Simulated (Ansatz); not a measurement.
Te2Mo — electric field gradients

The cell is a COD entry, atoms as given.

```cif
data_Te2Mo
_symmetry_space_group_name_H-M 'P2_1/m'
_symmetry_Int_Tables_number 11
_cell_length_a 6.3300
_cell_length_b 3.4690
_cell_length_c 13.8600
_cell_angle_alpha 90.000
_cell_angle_beta 93.917
_cell_angle_gamma 90.000
loop_
_atom_site_label
_atom_site_type_symbol
_atom_site_symmetry_multiplicity
_atom_site_Wyckoff_symbol
_atom_site_fract_x
_atom_site_fract_y
_atom_site_fract_z
Te1 Te 2 e 0.5568 0.7500 0.3516
Te3 Te 2 e 0.5888 0.2500 0.1045
Te5 Te 2 e 0.0970 0.7500 0.1486
Te7 Te 2 e 0.0563 0.2500 0.3955
Mo9 Mo 2 e 0.3181 0.7500 0.5066
Mo11 Mo 2 e 0.1833 0.2500 0.0074
```

One atom of each set is listed.

All values are calculated (Ansatz; DFT, PBE, plane waves and PAW, scalar-relativistic, 420 eV cutoff, Γ-centred 7×13×4 k-points, Fermi–Dirac smearing 0.02 eV), not measured.

Conventions: |V_zz| ≥ |V_yy| ≥ |V_xx|, η = (V_xx − V_yy)/V_zz, C_Q = eQV_zz/h.

97Mo: I = 5/2, Q = 255.0 mb. Q values from Pyykkö, Mol. Phys. 116, 1328 (2018).

(1) What field gradients does the calculation give at each kind of site?

Results:

(1) 

```tsv
site	atoms	first shell	V_zz (10²¹ V/m²)	η	C_Q (MHz)
Te1	2	3 Mo at 2.70–2.71 Å	-16.61	0.65	–
Te3	2	3 Mo at 2.79–2.82 Å	21.4	0.55	–
Te5	2	3 Mo at 2.70 Å	-17.07	0.57	–
Te7	2	3 Mo at 2.79–2.81 Å	21.2	0.52	–
Mo9	2	6 Te at 2.70–2.81 Å, 2 Mo at 2.90 Å	-6.98	0.91	-43.1
Mo11	2	6 Te at 2.70–2.82 Å, 2 Mo at 2.89 Å	-7.20	0.87	-44.4
```

Te has no stable isotope with a ground-state quadrupole moment in the table, so no C_Q is given.

With no gap above 0.1 eV, as in a metal, the gradients converge slowly in k; expect changes of a tenth or more on a denser mesh. Without spin–orbit coupling the gradients at and beside Te can be off by some per cent, at some sites by more.
